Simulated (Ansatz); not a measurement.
The system is Na.

```
Na
1.0
    -2.14100    2.14100    2.14100
     2.14100   -2.14100    2.14100
     2.14100    2.14100   -2.14100
Na
1
Cartesian
  0.0000 0.0000 0.0000
```

| Property | Result |
| --- | --- |
| Program | Ansatz 0.2.0 |
| Task | relaxation of cell and atoms |
| Functional | LDA |
| Potentials or basis | Ansatz PAW |
| Cutoff | 420 eV (not typed: the program's choice for these potentials) |
| k mesh | 9 × 9 × 9 |
| Occupations | fermi-dirac, width 0.05 eV |
| Spin | no spin polarisation |

At the start: volume 39.26 Å³/atom.

**Question.** How do energy, volume and symmetry change on relaxing?

**Answer.** It ends after 5 steps and the volume is 33.30 Å³/atom (-15.2 %); space group Im-3m (No. 229, to 0.05 Å).

Step by step:
```tsv
step	energy change (eV)	largest force (eV/Å)	volume (Å³)
1	0.0000	0.0000	39.26
2	-0.0070	0.0000	38.19
3	-0.0240	0.0000	32.83
4	-0.0241	0.0000	33.30
5	-0.0240	0.0000	33.30
```

Final structure:
```xyz
1
Lattice="-2.0267 2.0267 2.0267 2.0267 -2.0267 2.0267 2.0267 2.0267 -2.0267" Properties=species:S:1:pos:R:3 pbc="T T T"
Na    0.0000    0.0000    0.0000
```

Caveat: the volume moved by over 15 % at a fixed basis, so the end points are rough; the plane-wave basis is chosen anew once the cell has moved, so the energies of steps on either side of that aren't comparable; the PAW data sets come from PBE, with cores solved anew for the run's functional, which leaves a small shift of forces and pressure.
